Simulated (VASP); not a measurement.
A run of VASP 6.6.1:

Contents of INCAR:

```
SYSTEM = BN
ALGO = Fast
EDIFF = 1E-6
EDIFFG = -0.01
ENCUT = 600
GGA = PE
IBRION = 2
ISIF = 3
ISMEAR = 0
IVDW = 12
LASPH = .True.
LCHARG = .False.
LREAL = .False.
LWAVE = .False.
NELM = 80
NSW = 80
PREC = Accurate
SIGMA = 0.05
```

File KPOINTS:

```
k-points
0
Gamma
  12 12 6
  0 0 0
```

File POSCAR:

```
BN
1.0
    2.5360000000      0.0000000000      0.0000000000
   -1.2680000000      2.1962404240      0.0000000000
    0.0000000000      0.0000000000      4.1990000000
B N
2 2
Direct
    0.6666666667      0.3333333333      0.0000000000
    0.3333333333      0.6666666667      0.5000000000
    0.6666666667      0.3333333333      0.3750000000
    0.3333333333      0.6666666667      0.8750000000
```

Potentials or basis: VASP PAW PBE potentials, release 64 (B, N).

Run with:

```bash
$ cat potpaw_PBE.64/B/POTCAR potpaw_PBE.64/N/POTCAR > POTCAR
$ mpirun -np 1 vasp_std > vasp.out
```

Hardware: 1 thread of Intel(R) Xeon(R) Platinum 8488C (Sapphire Rapids), with other jobs on the host.

Estimate the wall time of this run.

Run time: 76 s on 1 thread of Intel(R) Xeon(R) Platinum 8488C (Sapphire Rapids), on a shared host, peak memory 0.16 GiB. Counts: scf iterations 34, k points 76, ion steps 5.
